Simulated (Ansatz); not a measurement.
Co:

```xyz
2
Lattice="2.4720 0.0000 0.0000 -1.2360 2.1408 0.0000 0.0000 0.0000 4.0211" Properties=species:S:1:pos:R:3 pbc="T T T"
Co    1.2360    0.7136    3.0159
Co    0.0000    1.4272    1.0053
```

Base run:

| Quantity | Value |
| --- | --- |
| Program | Ansatz 0.2.0 |
| Functional | PBEsol |
| Potentials or basis | all-electron LAPW, non-relativistic |
| Cutoff | 315 eV (chosen from the basis error) |
| Basis error allowed | 0.001 eV/atom |
| k mesh | 12 × 12 × 7 |
| Occupations | fermi-dirac, width 0.05 eV |
| Spin | collinear spin, ferromagnetic start |
| Starting moments | [2.0, 2.0] μB |

Its results: pressure -2.0 GPa; net moment 3.16 μB per cell; site moments Co +1.63 μB.

Question: The run is repeated on the same cell with these changes: potentials or basis from all-electron LAPW, non-relativistic to all-electron LAPW, scalar-relativistic. What comes out?

Answer: Pressure -5.8 GPa; net moment 3.20 μB per cell; site moments Co +1.65 μB.
